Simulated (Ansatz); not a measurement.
**Sb: one input, then a changed one**

The cell comes from COD entry 9013009, which wasn't checked; take it as a given geometry. The listed cell was then made from it by scaling, straining or moving an atom.

First run: DFT, PBE, all-electron PAW with datasets made for the crystal, scalar-relativistic (Ansatz 0.2.0).

Command: `ansatz run input.yaml --threads 1 --pin off --max-ram 3072MiB --backend cpu --events-out ev --progress --plain --runs-dir out` The run took 3.2 s on 1 thread of Intel(R) Xeon(R) 6975P-C (Granite Rapids), on a shared host, peak memory 0.41 GiB.

```yaml
crystal:
  lattice:
    - [0.0, 2.32805, 2.305]
    - [2.32805, 0.0, 2.305]
    - [2.32805, 2.32805, 0.0]
  atoms:
    - { symbol: Sb, position: [0.0, 0.0, 0.0] }
kpoints:
  mp_grid: { grid: [12, 12, 12] }
scf:
  occupations: { method: fermi_dirac, width: 0.05 }
hamiltonian:
  xc: pbe
  pseudopotentials: { kind: all_electron, datasets: crystal }
output:
  forces: true
  stress: true
  eigenvalues: true
  efg: { contact_densities: true }
```

Result: converged; pressure 6.98 GPa; 6 SCF iterations.

Spin–orbit coupling is left out, though it moves levels of the heavy atoms by tenths of an eV or more.

The input is then changed:

```diff
@@ -11,5 +11,5 @@
   occupations: { method: fermi_dirac, width: 0.05 }
 hamiltonian:
-  xc: pbe
+  xc: lda
   pseudopotentials: { kind: all_electron, datasets: crystal }
 output:
```

Predict the outcome of the changed run.

It converged; pressure 2.32 GPa; 6 SCF iterations.

The results part of its log:

```
SCF 1 converged in 6 iterations: F = -176219.395676 eV  dr2 = 2.30e-10
  Residual-converged pass: ⟨swp⟩=3.1  Hψ=1978  notcnv=0  max |occ|·‖R‖ = 3.7e-6 eV (tolerance 3.7e-6 eV)  dr2=1.61e-10  dr2_onsite=6.24e-9  max |Δocc| = 4.8e-10
  greatest PAW one-centre occupation: 0.774 electrons in one spin orbital (limit 2), on the Sb atom at site 0 (counted from 0), in its partial waves of l = 0
SCF converged after 6 iterations
Free energy (F): -176219.395676 eV
Harris-Foulkes:  -176219.395676 eV  (|F-HF|=2.42e-9)
Internal energy: -176219.388655 eV  (E = F + TS)
E sigma→0 (E₀):  -176219.392166 eV
Entropy (-TS):   -0.007021 eV (-7.021 meV/atom)
Past the cutoff: the bands carry plane waves up to 1.75 times it, of which those up to 1.5 times it add -0.000079 eV an atom, each by itself; the spheres take 0.000065 eV an atom off the energy for waves past 1.75 times it
By the cutoff:   a pressure is off by up to 0.005 GPa (1.2 times the spheres' own share and the shells' term, over an atom's volume, and 0.004 GPa: a bound that held against runs at twice the plane waves)
Past the cutoffs: a stress includes 0.0003 GPa for waves and charges beyond them, in addition to the slope of what the spheres take
In the spheres:  the bands' charges fall short by 7.2e-7 e at most (sound up to 1e-3), those of shells solved beside the bands by 1.1e-6 e (sound up to 5e-4)
Fermi energy:    15.823316 eV
--- Per-component energies (eV) ---
  The terms above E_closure are by the made datasets' own strengths, without shells solved beside the bands.
--- Forces (eV/Å), atoms counted from 1 ---
  atom   1  Sb    -0.00000000    -0.00000000     0.00000000
  max |Σ_I F_I| component: 7.40e-32 eV/Å
--- Stress (GPa, compression-positive) ---
        2.437611       0.000000       0.000000
        0.000000       2.437611       0.000000
        0.000000       0.000000       2.087777
  P = ⅓ Tr σ = 2.3210 GPa (23.210 kbar)
  It holds what live shells' own plane waves past their cutoff add
--- PAW observables at the nuclei: V_zz in 10²¹ V/m², potentials from the cell's mean, atoms counted from 1 ---
  atom   1  Sb V_zz =    -0.478381   η = 0.0000   by run symmetry: allowed
            electrostatic potential = -8408.792187 V   contact ρ = 1344660.486660 e/Å³
--- Band table (eV; the first three rows and the last of 163) ---
  k-point 0: bands = ["2.2172", "21.5524", "21.5596", "21.5596", "26.0589"]
  k-point 1: bands = ["2.3642", "20.2000", "21.3531", "21.3673", "25.1998"]
  k-point 2: bands = ["2.8039", "17.6241", "20.8856", "20.9407", "24.7431"]
  k-point 162: bands = ["8.2588", "10.5393", "16.0655", "16.0655", "20.0237"]
```
